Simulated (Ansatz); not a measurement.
## Rh: enthalpy against pressure

Rh, P6_3/mmc, a = 2.725 Å, c = 4.385 Å. This isn't the element's structure at ambient conditions. Ansatz: PBE, PAW, 420 eV, Γ-centred 18×18×10 mesh on 2 atoms, Gaussian smearing 0.10 eV; no spin polarisation. Cell and atoms are relaxed at each pressure, and no other structure is tried, so the rows at high pressure may lie past a change of phase. y is the enthalpy over the state at zero pressure; there V0 = 14.097 Å³/atom. The pressures are the targets, met within 0.05 GPa.

| P (GPa) | y (eV/atom) |
| --- | --- |
| -1.0 | -0.0881 |
| 0.0 | 0.0000 |
| 1.0 | 0.0878 |
| 4.0 | 0.3492 |
| 12.0 | ? |
| 25.0 | 2.1082 |
| 50.0 | 4.0786 |
| 90.0 | 7.0345 |

Problem. Fit y = c1 P + c2 P² + c3 P³ to the other rows, say what c1 and c2 mean, and predict the missing value.

Solution. Least squares on the rows shown. y = 0.087621 P − 0.00014096 P² + 3.9841×10⁻⁷ P³. Since dH/dP = V, c1 is V0: 0.087621 eV/GPa × 160.2 = 14.037 Å³ against 14.097; c2 = −V0/(2B0) gives B0 = 311 GPa, where a Birch–Murnaghan fit to the volumes of the same runs (not shown) gives 255 GPa: a cubic over this range folds the higher terms into c2. At P = 12.0 the fit asked for gives 1.0318 eV/atom. The run gave 1.0328 eV/atom, so the fit is 0.0010 eV/atom too low, 0.014 % of the span of the series, against an rms of 0.0005 eV/atom on the fitted rows. With a term in P⁴ added, a fit to the same known rows predicts 1.0330 eV/atom, so most of the miss is curvature that the known rows already hold.